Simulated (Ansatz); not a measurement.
Runs of Ansatz 0.2.0 on CdF2. The structure is cubic, space group Fm-3m (No. 225). The conventional cell has a = 5.388 Å, b = 5.388 Å, c = 5.388 Å, α = 90.00°, β = 90.00°, γ = 90.00°. Cd (site symmetry m-3m) is surrounded by 8 F at 2.33 Å. F (site symmetry -43m) is surrounded by 4 Cd at 2.33 Å. 

```tsv
level	spin	k mesh	cutoff (eV)	points for each segment of the path	gap on the mesh (eV)	pressure (GPa)
r2SCAN0	off	5 × 5 × 5	500	4	(c)	-1.9
BLYP	off	5 × 5 × 5	420	14	(b)	8.6
PBE	SOC, no magnetisation	9 × 9 × 9	420	14	3.13	5.4
PBE	off	9 × 9 × 9	420	14	3.13	5.5
PBE0	off	5 × 5 × 5	420	4	6.05	(a)
RPBE	off	5 × 5 × 5	420	14	3.39	10.3
PBEsol	off	5 × 5 × 5	420	14	3.02	-0.2
HSE06	off	5 × 5 × 5	420	4	5.30	1.8
```

Alike in all rows: task band structure; potentials or basis Ansatz PAW; cell as given; smearing fermi-dirac 0.05 eV.

Problem. Estimate the missing entries.

Solution. (a) 1.5; (b) 3.23; (c) 6.52.

Caveats: the k mesh misses the band edges, so the gap on the mesh is wider than the one along the path (some runs); the PAW data sets come from PBE, with cores solved anew for the run's functional, which leaves a small shift of forces and pressure (some runs); the thresholds are loose for stress (some runs).

A k mesh can miss the band edges, and rows without SOC leave out spin-orbit coupling on Cd.
